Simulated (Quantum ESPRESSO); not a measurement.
Crystal: TiO2.

```
Ti O
1.0
     9.45900    0.00000    0.00000
     0.00000    2.95850    0.00000
     0.00000    0.00000    4.90220
Ti O
4 8
Direct
  0.63690 0.25000 0.56463
  0.36310 0.75000 0.43537
  0.86310 0.75000 0.06463
  0.13690 0.25000 0.93537
  0.47240 0.25000 0.29160
  0.52760 0.75000 0.70840
  0.02760 0.75000 0.79160
  0.97240 0.25000 0.20840
  0.76630 0.25000 0.86350
  0.23370 0.75000 0.13650
  0.73370 0.75000 0.36350
  0.26630 0.25000 0.63650
```

Measurements of this composition are mostly on another form, of space group No. 141.

```yaml
Program: Quantum ESPRESSO 7.5
Task: Hubbard U by linear response
Functional: PBE
Potentials_or_basis: GBRV 1.5 PBE
Cutoff: 612 eV
Density_cutoff: 4898 eV
k_mesh: 2 × 6 × 4
Occupations: fermi-dirac, width 0.05 eV
Spin: no spin polarisation
Hubbard_terms: Ti d U = 3 eV
Start_of_the_occupations: default
Hubbard_projectors: atomic
Mixing_beta: 0.3
Most_SCF_iterations: 120
SCF_threshold: 2.4e-09 Ry
q_mesh: 1 × 1 × 1
```

The first run showed a gap, so the response started from a second, tighter run with fixed occupations.

What Hubbard parameters does linear response give?

U = 4.08 eV on Ti 3d. The values belong to these projectors, potentials and this ground state, and don't carry over to other codes.

Hubbard U from linear response:
```
site  manifold  U (eV)
   1     Ti-3d    4.08
   2     Ti-3d    4.08
   3     Ti-3d    4.08
   4     Ti-3d    4.08
```
On the first site the bare response is -0.466 and the screened one -0.161 eV⁻¹.

Eigenvalues of the final occupation matrices:
```
   site  spin  trace               eigenvalues
Ti 1 3d  each   1.42  0.19 0.20 0.20 0.42 0.42
Ti 2 3d  each   1.42  0.19 0.20 0.20 0.42 0.42
Ti 3 3d  each   1.42  0.19 0.20 0.20 0.42 0.42
Ti 4 3d  each   1.42  0.19 0.20 0.20 0.42 0.42
```

Caveat: the computed U isn't converged in cell size.
